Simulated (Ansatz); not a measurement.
# Formation energy of ZrO2

The computed numbers are results of r²SCAN, scalar-relativistic (no spin polarisation) in the plane-wave PAW code Ansatz at 500 eV, 6×6×4 k-mesh, Gaussian smearing of 0.05 eV. The datasets are Ansatz's generated set soft_2.

The chain of runs began from a cell as deposited in COD, expanded in volume.

The structure is tetragonal, space group P4_2/nmc (No. 137). Conventional cell: a = 3.601 Å, b = 3.601 Å, c = 5.227 Å, α = 90.00°, β = 90.00°, γ = 90.00°. Zr (site symmetry -4m2) is surrounded by 4 O at 2.07 Å. O (site symmetry 2mm) is surrounded by 2 Zr at 2.07 Å. (Shells end 15 % past the nearest neighbour.)

The elements were computed in their standard states (gases as isolated molecules) with the same datasets, cutoff and functional. Total energies depend on the potentials used, so only differences within one code and one set of settings carry meaning.

Energy of the relaxed cell (6 atoms, smearing extrapolated to zero): -10676.296 eV. Elements, in eV/atom: Zr -4195.023, O -565.983.

Task: What is the formation energy?

Result: [-10676.296 − (2 × -4195.023 + 4 × -565.983)] / 6 = -3.72 eV/atom, or -359 kJ per mole of atoms.

The value is for 0 K, without zero-point energy and without any correction for the binding of gas molecules. Uncorrected semilocal values for oxides, chalcogenides and halides often miss by tenths of an eV an atom. A negative value shows stability against the elements alone, not against other compounds or structures.

Bader charges against formal ones: Zr +2.70 (+4), O −1.35 (−2). The cations give up 67 % of the formal charge; Bader charges stay under formal ones because the anions' density reaches into the cations' basins.

Formal charges Zr⁴⁺, O²⁻ balance and leave closed shells on every ion, so a band insulator is expected, and the gap is 4.60 eV.

Kohn–Sham gaps of semilocal functionals lie under measured ones, often by a third or more.
